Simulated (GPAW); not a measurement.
Something may be wrong with this GPAW 26.7.0 calculation of HfB2.

The input run.py:

```python
import json
import numpy as np
from ase import Atoms
from ase.calculators.mixing import SumCalculator
from ase.constraints import FixSymmetry
from ase.io import write
from ase.optimize import BFGS
from dftd3.ase import DFTD3
from phonopy import Phonopy
from phonopy.structure.atoms import PhonopyAtoms
from gpaw import GPAW, PW, setup_paths
from gpaw.berryphase import polarization_phase

setup_paths.insert(0, '.')

atoms = Atoms(['Hf', 'B', 'B'],
              cell=[[3.14, 0.0, 0.0],
                    [-1.57, 2.7193197679, 0.0],
                    [0.0, 0.0, 3.48]],
              scaled_positions=[[0.0, 0.0, 0.0],
                                [0.6666666667, 0.3333333333, 0.5],
                                [0.3333333333, 0.6666666667, 0.5]],
              pbc=True)

calc = GPAW(mode=PW(680),
            xc='PBEsol',
            kpts={'size': (5, 5, 4), 'gamma': True},
            occupations={'name': 'fermi-dirac', 'width': 0.01},
            nbands=7,
            convergence={'density': 1e-06, 'eigenstates': 1e-09},
            maxiter=100,
            txt='gpaw.txt')
atoms.calc = SumCalculator([calc, DFTD3(method='pbesol', damping='d3bj')])
atoms.set_constraint(FixSymmetry(atoms))
BFGS(atoms, trajectory='relax.traj', logfile='-').run(fmax=0.005, steps=40)
atoms.set_constraint()
energy = atoms.get_potential_energy()
forces = atoms.get_forces()
stress = atoms.get_stress()
calc.write('gs.gpw')
write('result.traj', atoms)
print('Cell:', atoms.cell.cellpar().round(4))
print(atoms.get_scaled_positions().round(5))

n = len(atoms)
unit = PhonopyAtoms(symbols=atoms.get_chemical_symbols(), cell=atoms.cell[:], scaled_positions=atoms.get_scaled_positions())
ph = Phonopy(unit, supercell_matrix=np.eye(3, dtype=int), primitive_matrix=np.eye(3), symprec=1e-4)
ph.generate_displacements(distance=0.01, is_plusminus=True)
forces, phases = [], []
for i, move in enumerate(ph.dataset['first_atoms']):
    b = atoms.copy()
    b.positions[move['number']] += move['displacement']
    c = GPAW(mode=PW(680),
             xc='PBEsol',
             kpts={'size': (5, 5, 4), 'gamma': True},
             occupations={'name': 'fermi-dirac', 'width': 0.01},
             nbands=7,
             convergence={'density': 1e-06, 'eigenstates': 1e-09},
             maxiter=100,
             symmetry='off',
             txt=f'disp-{i:02d}.txt')
    b.calc = SumCalculator([c, DFTD3(method='pbesol', damping='d3bj')])
    f = b.get_forces()
    forces.append(f - f.mean(axis=0))
    c.write('disp.gpw', 'all')
    phases.append(polarization_phase(gpw_wfs='disp.gpw')['phase_c'])
    print(move['number'], np.round(move['displacement'], 4), 'phases', phases[-1].round(5), flush=True)

# each pair of opposite moves, with its images under the space group
ops, cell, spos = ph.symmetry.symmetry_operations, atoms.cell[:].T, atoms.get_scaled_positions()
moves, dipoles = [[] for a in atoms], [[] for a in atoms]
for move, up, down in zip(ph.dataset['first_atoms'][::2], phases[::2], phases[1::2]):
    dphi = (up - down + np.pi) % (2 * np.pi) - np.pi
    dp = dphi @ atoms.cell[:] / (2 * np.pi)  # e A
    for w, t in zip(ops['rotations'], ops['translations']):
        x = w @ spos[move['number']] + t - spos
        b = np.linalg.norm(x - x.round(), axis=1).argmin()
        R = cell @ w @ np.linalg.inv(cell)
        moves[b].append(R @ move['displacement'] * 2)
        dipoles[b].append(R @ dp)
Z = np.array([np.linalg.lstsq(np.array(u), np.array(p), rcond=None)[0].T for u, p in zip(moves, dipoles)])  # Z[a, i, j] = dp_i / du_j
ph.forces = forces
ph.produce_force_constants()
ph.symmetrize_force_constants()
H = ph.force_constants.transpose(0, 2, 1, 3).reshape((3 * n, 3 * n))
rule = Z.sum(axis=0)
print('Sum of the charges:')
print(rule.round(4))
Z -= rule / n
for a in atoms:
    print(a.symbol)
    print(Z[a.index].round(3))
w = np.repeat(atoms.get_masses()**-0.5, 3)
omega2, modes = np.linalg.eigh(H * w * w[:, None])
nu = np.sign(omega2) * abs(omega2)**0.5 * 521.4709  # cm^-1
dipoles = np.einsum('aij,ajm->mi', Z, (modes * w[:, None]).reshape((n, 3, -1)))  # e / amu^0.5
optical = np.argsort(abs(omega2))[3:]
eps_ion = sum(np.outer(dipoles[m], dipoles[m]) / omega2[m] for m in optical) * 4 * np.pi * 14.399645 / atoms.get_volume()
for m in range(3 * n):
    print(f'{nu[m]:9.2f} cm^-1  IR {(dipoles[m]**2).sum():8.4f} e^2/amu')
print('Lattice part of the dielectric tensor:')
print(eps_ion.round(3))
json.dump({'Z': Z.tolist(), 'rule': rule.tolist(), 'nu': nu.tolist(), 'ir': (dipoles**2).sum(1).tolist(), 'eps_ion': eps_ion.tolist()},
          open('born.json', 'w'))
```

Potentials or basis: PAW data sets generated in the run's folder for this functional, pw.

Command:

```console
$ gpaw-setup -f PBEsol B Hf
$ OMP_NUM_THREADS=1 python run.py
```

gpaw.txt:

```text
__  _  _
 | _ |_)|_||  |
 |__||  | ||/\| - 26.7.0

Input parameters:
  mode=PW(ecut=680.0),
  convergence={'density': 1e-06, 'eigenstates': 1e-09},
  kpts=MonkhorstPack(size=(5, 5, 4), gamma=True),
  maxiter=100,
  nbands=7,
  occupations=Occupations(name='fermi-dirac', width=0.01),
  xc=XC(name='PBEsol')
```

On the terminal:

```text
Traceback (most recent call last):
[... 23 lines left out ...]
  File "new/builder.py", line 564, in calculate_number_of_bands
ValueError: Too few bands!  Electrons: 18.0, bands: 7
```

Task: Diagnose the run.

Result: The program refused the input. The input holds a flaw that was put in on purpose: fewer bands than the electrons need (nbands = 7).
